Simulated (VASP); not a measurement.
# ZrN (Fm-3m) in VASP: relaxation of cell and atoms with PBE

Aim: the relaxation of cell and atoms of ZrN with PBE.

All numbers are computed with VASP 6.6.1; they aren't measurements. Logs are shortened: lines on timing, memory, paths and dates and some standing lists are left out, and cuts for length are marked.

### 1 The structure

It takes space group Fm-3m (No. 225, cubic). The conventional cell has a = 4.600 Å, b = 4.600 Å, c = 4.600 Å, α = 90.00°, β = 90.00°, γ = 90.00°. Zr (site symmetry m-3m) has 6 N at 2.30 Å as nearest neighbours. Around N (site symmetry m-3m) lie 6 Zr at 2.30 Å.

### 2 Relaxation of cell and atoms, PBE, target pressure 30 GPa, at which the enthalpy is minimised

File INCAR:

```
PREC = Accurate ; ENCUT = 600
EDIFF = 1E-6 ; ISMEAR = 1
SIGMA = 0.1 ; LREAL = False
LASPH = True ; NELM = 80
ALGO = Fast ; ISIF = 3
LWAVE = False ; LCHARG = False
GGA = PE ; IBRION = 2
NSW = 40 ; EDIFFG = -0.01
PSTRESS = 300 ; KPAR = 4
```

File KPOINTS:

```
Automatic mesh
0
Gamma
  14 14 14
```

File POSCAR:

```
ZrN
1.0
    0.0000000000      2.3000000000      2.3000000000
    2.3000000000      0.0000000000      2.3000000000
    2.3000000000      2.3000000000      0.0000000000
Zr N
1 1
Direct
    0.5000000000      0.5000000000      0.5000000000
    0.0000000000      0.0000000000      0.0000000000
```

Potentials or basis: VASP PAW PBE potentials, release 64 (Zr_sv, N).

Launch:

```console
$ cat potpaw_PBE.64/Zr_sv/POTCAR potpaw_PBE.64/N/POTCAR > POTCAR
$ mpirun -np 4 vasp_std > vasp.out
```

OUTCAR:

```text
PREC = Accurate
   ENCUT = 600
   EDIFF = 1E-6
   ISMEAR = 1
   LREAL = False
   LASPH = True
   NELM = 80
   ISIF = 3
   GGA = PE
   IBRION = 2
   NSW = 40
   EDIFFG = -0.01
   PSTRESS = 300

 ion  position               nearest neighbor table
   1  0.500  0.500  0.500-   2 2.30   2 2.30   2 2.30   2 2.30   2 2.30   2 2.30
   2  0.000  0.000  0.000-   1 2.30   1 2.30   1 2.30   1 2.30   1 2.30   1 2.30

  LATTYP: Found a face centered cubic cell.
 ALAT       =     4.6000000000

  Lattice vectors:

 A1 = (   0.0000000000,   2.3000000000,   2.3000000000)
 A2 = (   2.3000000000,   0.0000000000,   2.3000000000)
 A3 = (   2.3000000000,   2.3000000000,   0.0000000000)

Analysis of symmetry for initial positions (statically):
=====================================================================
 Subroutine PRICEL returns:
 Original cell was already a primitive cell.

 Routine SETGRP: Setting up the symmetry group for a
 face centered cubic supercell.

 Subroutine GETGRP returns: Found 48 space group operations
 (whereof 48 operations were pure point group operations)
 out of a pool of 48 trial point group operations.

The static configuration has the point symmetry O_h .

Analysis of symmetry for dynamics (positions and initial velocities):
=====================================================================
 Subroutine PRICEL returns:
 Original cell was already a primitive cell.

 Routine SETGRP: Setting up the symmetry group for a
 face centered cubic supercell.

 Subroutine GETGRP returns: Found 48 space group operations
 (whereof 48 operations were pure point group operations)
 out of a pool of 48 trial point group operations.

The dynamic configuration has the point symmetry O_h .

 Subroutine INISYM returns: Found 48 space group operations
 (whereof 48 operations are pure point group operations),
 and found     1 'primitive' translations

----------------------------------------------------------------------------------------

                                     Primitive cell

  volume of cell :      24.3340

  direct lattice vectors                    reciprocal lattice vectors
     0.000000000  2.300000000  2.300000000    -0.217391304  0.217391304  0.217391304
     2.300000000  0.000000000  2.300000000     0.217391304 -0.217391304  0.217391304
     2.300000000  2.300000000  0.000000000     0.217391304  0.217391304 -0.217391304

  length of vectors
     3.252691193  3.252691193  3.252691193     0.376532784  0.376532784  0.376532784

  position of ions in fractional coordinates (direct lattice)
     0.500000000  0.500000000  0.500000000
     0.000000000  0.000000000  0.000000000

  ion indices of the primitive-cell ions
   primitive index   ion index
                 1           1
                 2           2

----------------------------------------------------------------------------------------

 KPOINTS: Automatic mesh

Automatic generation of k-mesh.
 Grid dimensions read from file:
 generate k-points for:   14   14   14

 Generating k-lattice:

  Cartesian coordinates                     Fractional coordinates (reciprocal lattice)
    -0.015527950  0.015527950  0.015527950     0.071428571  0.000000000  0.000000000
     0.015527950 -0.015527950  0.015527950     0.000000000  0.071428571  0.000000000
     0.015527950  0.015527950 -0.015527950     0.000000000  0.000000000  0.071428571

  Length of vectors
     0.026895199  0.026895199  0.026895199

  Shift w.r.t. Gamma in fractional coordinates (k-lattice)
     0.000000000  0.000000000  0.000000000

 Subroutine IBZKPT returns following result:
 ===========================================

 Found    104 irreducible k-points:

 Following reciprocal coordinates:
            Coordinates               Weight
  0.000000  0.000000  0.000000      1.000000
  0.071429  0.000000  0.000000      8.000000
  0.142857  0.000000  0.000000      8.000000
  0.214286  0.000000  0.000000      8.000000
  0.285714  0.000000  0.000000      8.000000
  0.357143  0.000000  0.000000      8.000000
[... 16 lines left out ...]
  0.214286  0.142857  0.000000     24.000000
  0.285714  0.142857  0.000000     24.000000
 [... further k-points ...]
   k-points           NKPTS =    104   k-points in BZ     NKDIM =    104   number of bands    NBANDS=     12
   number of dos      NEDOS =    301   number of ions     NIONS =      2
   total plane-waves  NPLWV =  21952
   dimension x,y,z NGX =    28 NGY =   28 NGZ =   28
   dimension x,y,z NGXF=    56 NGYF=   56 NGZF=   56
   ions per type =               1   1
   NGX,Y,Z   is equivalent  to a cutoff of  14.31, 14.31, 14.31 a.u.
   NGXF,Y,Z  is equivalent  to a cutoff of  28.62, 28.62, 28.62 a.u.
 SYSTEM =  unknown system
   PREC   = accura    normal or accurate (medium, high low for compatibility)
   ISTART =      0    job   : 0-new  1-cont  2-samecut
   ICHARG =      2    charge: 1-file 2-atom 10-const
   ISPIN  =      1    spin polarized calculation?
   LNONCOLLINEAR =      F non collinear calculations
   LSORBIT =      F    spin-orbit coupling
   LASPH  =      T    aspherical Exc in radial PAW
   ENCUT  =  600.0 eV  44.10 Ry    6.64 a.u.   6.50  6.50  6.50*2*pi/ulx,y,z
   NELM   =     80;   NELMIN=  2; NELMDL= -5     # of ELM steps
   EDIFF  = 0.1E-05   stopping-criterion for ELM
   LREAL  =      F    real-space projection
   EDIFFG = -.1E-01   stopping-criterion for IOM
   NSW    =     40    number of steps for IOM
   IBRION =      2    ionic relax: 0-MD 1-quasi-New 2-CG
   NFREE  =      1    steps in history (QN), initial steepest desc. (CG)
   ISIF   =      3    stress and relaxation
   ISYM   =      2    0-nonsym 1-usesym 2-fastsym
   POTIM  = 0.5000    time-step for ionic-motion
   TEBEG  =    0.0;   TEEND  =   0.0 temperature during run
   PSTRESS=  300.0 pullay stress
   NELECT =      17.0000    total number of electrons
   NUPDOWN=      -1.0000    fix difference up-down
   EMIN   =  10.00;   EMAX   =-10.00  energy-range for DOS
   EFERMI =   0.00;   METHOD = LEGACY
   ISMEAR =     1;   SIGMA  =   0.10  broadening in eV -4-tet -1-fermi 0-gaus
   EFERMI_NEDOS =   21; number of points for ismear=-14 and -15
   IALGO  =     68    algorithm
   IMIX   =      4    mixing-type and parameters
     AMIX     =   0.40;   BMIX     =  1.00
     AMIX_MAG =   1.60;   BMIX_MAG =  1.00
  volume/ion in A,a.u.               =      12.17        82.11
  Fermi-wavevector in a.u.,A,eV,Ry     =   1.452624  2.745062 28.709889  2.110117
  Thomas-Fermi vector in A             =   2.569985
   LORBIT       =      0    0 simple, 1 ext, 2 COOP (PROOUT), +10 PAW based schemes
   GGA     = PE    functional components
   LHFCALC =     F    Hartree Fock is set to
   AEXX    =    0.0000 exact exchange contribution
   IVDW    =     0    specifies the selected vdW correction
   LEPSILON=     F    determine dielectric tensor
   LRPA    =     F    only Hartree local field effects (RPA)
 conjugate gradient relaxation of ions
 non-spin polarized calculation
 RMM-DIIS sequential band-by-band and
 Methfessel and Paxton  Order N= 1 SIGMA  =   0.10
  energy-cutoff  :      600.00
  volume of cell :       24.33
 maximum number of plane-waves:       869
 NGX is ok and might be reduce to    28
   NGX = 13   NGY = 13   NGZ = 13

--------------------------------------- Ionic step        1  -------------------------------------------

 number of electron      17.0000000 magnetization

 Free energy of the ion-electron system (eV)
  ---------------------------------------------------
  ext. energy  EPLUGINS =         0.00000000
  ---------------------------------------------------
  free energy    TOTEN  =       -20.36832125 eV

  energy without entropy =      -20.36728208  energy(sigma->0) =      -20.36797486

------------------------ aborting loop because EDIFF is reached ----------------------------------------

  FORCE on cell =-STRESS in cart. coord.  units (eV):
  Direction    XX          YY          ZZ          XY          YZ          ZX
  --------------------------------------------------------------------------------------
  -------------------------------------------------------------------------------------
  Total       -0.1060537     -0.1060537     -0.1060537     -0.0000000      0.0000000     -0.0000000
  in kB       -6.9826955     -6.9826955     -6.9826955     -0.0000000      0.0000000     -0.0000000
  external PRESSURE =    -306.9826955 kB  Pullay stress =     300.0000000 kB
[... 137 lines left out ...]
  enthalpy is  TOTEN    =       -16.0532099968 eV   P V=        4.1317710420

--------------------------------------- Ionic step        5  -------------------------------------------

 number of electron      17.0000000 magnetization

 Free energy of the ion-electron system (eV)
  ---------------------------------------------------
  ext. energy  EPLUGINS =         0.00000000
  ---------------------------------------------------
  free energy    TOTEN  =       -20.17494693 eV

  energy without entropy =      -20.17402966  energy(sigma->0) =      -20.17464117

 E-fermi :  13.1980     XC(G=0): -12.9855

 val. band max:       13.1928932069   @ k =   0.5000   0.2143   0.0000
 cond. band min:      13.1993833257   @ k =   0.3571   0.1429   0.0714
 fundamental gap:      0.0064901187
 Fermi energy:        13.1979730083

 k-point     1 :       0.0000    0.0000    0.0000
  band No.  band energies     occupation
      1     -36.1874      2.00000
      2     -13.6967      2.00000
      3     -13.6967      2.00000
      4     -13.6967      2.00000
      5      -3.4717      2.00000
      6      10.3963      2.00000
      7      10.3963      2.00000
      8      10.3963      2.00000
      9      12.7292      2.00000
     10      12.7292      2.00000
     11      12.7292      2.00000
     12      14.9694     -0.00000
[... 331 lines left out ...]
 k-point    24 :       0.2857    0.1429    0.0000
  band No.  band energies     occupation
      1     -36.0633      2.00000
      2     -14.5127      2.00000
      3     -13.8696      2.00000
      4     -13.8437      2.00000
      5      -2.2412      2.00000
      6       6.8551      2.00000
      7       8.6354      2.00000
      8       8.9739      2.00000
      9      12.0971      2.00000
     10      15.5499      0.00000
     11      15.5703      0.00000
     12      17.0285      0.00000

 [... further k-points ...]

------------------------ aborting loop because EDIFF is reached ----------------------------------------

  FORCE on cell =-STRESS in cart. coord.  units (eV):
  Direction    XX          YY          ZZ          XY          YZ          ZX
  --------------------------------------------------------------------------------------
  -------------------------------------------------------------------------------------
  Total        4.1226568      4.1226568      4.1226568     -0.0000000      0.0000000      0.0000000
  in kB      300.0781861    300.0781861    300.0781861     -0.0000000      0.0000000      0.0000000
  external PRESSURE =       0.0781861 kB  Pullay stress =     300.0000000 kB
[... 17 lines left out ...]
  FREE ENERGIE OF THE ION-ELECTRON SYSTEM (eV)
  ---------------------------------------------------
  free  energy   TOTEN  =       -20.1749469262 eV

  energy  without entropy=      -20.1740296576  energy(sigma->0) =      -20.17464117

  enthalpy is  TOTEN    =       -16.0533643098 eV   P V=        4.1215826164

 reached required accuracy - stopping structural energy minimisation
```

It took 2.9 min on 4 MPI ranks of Intel Xeon Platinum 8259CL at 2.50GHz (Skylake/Cascade Lake), shared host; peak memory 0.19 GiB.

Results:

```
Free energy                                            : -20.1749 eV
Relaxed volume                                         : 11.01 Å³/atom
Relaxed cell                                           : a = 3.146 Å, b = 3.146 Å, c = 3.146 Å, α = 60.00°, β = 60.00°, γ = 60.00°
Space group after relaxing (to 0.05 Å)                 : Fm-3m (No. 225)
Energy change on relaxing (the enthalpy is what falls) : +96.7 meV/atom
Ionic steps                                            : 5
Pressure after relaxing                                : 30.0 GPa
Band gap on the k mesh                                 : none (metal or under the smearing width)
```

The path:
| step | energy change (eV) | largest force (eV/Å) | pressure (GPa) | volume (Å³) |
| --- | --- | --- | --- | --- |
| 1 | 0.0000 | 0.0000 | -0.70 | 24.33 |
| 2 | 3.1322 | 0.0000 | 188.58 | 17.01 |
| 3 | 0.1548 | 0.0000 | 26.37 | 22.23 |
| 4 | 0.1833 | 0.0000 | 29.08 | 22.07 |
| 5 | 0.1934 | 0.0000 | 30.01 | 22.01 |

Final structure:
```cif
data_structure
_symmetry_space_group_name_H-M 'P 1'
_symmetry_Int_Tables_number 1
_cell_length_a 3.1457
_cell_length_b 3.1457
_cell_length_c 3.1457
_cell_angle_alpha 60.000
_cell_angle_beta 60.000
_cell_angle_gamma 60.000
_cell_volume 22.01
loop_
_atom_site_label
_atom_site_type_symbol
_atom_site_fract_x
_atom_site_fract_y
_atom_site_fract_z
_atom_site_occupancy
Zr1 Zr 0.50000 0.50000 0.50000 1
N1 N 0.00000 0.00000 0.00000 1
```

Levels at points of the mesh, in eV from the Fermi level:
```tsv
k point	band 6	band 7	band 8	band 9	band 10	band 11	band 12
(0.00, 0.00, 0.00)	-2.80	-2.80	-2.80	-0.47	-0.47	-0.47	1.77
(0.50, 0.00, 0.00)	-8.14	-6.16	-6.16	3.42	3.50	3.50	5.17
(0.50, 0.50, 0.00)	-4.48	-3.90	-3.21	-3.21	3.80	5.16	5.17
```

Caveat: the cell is relaxed towards a set pressure, so the enthalpy falls and the energy may rise.
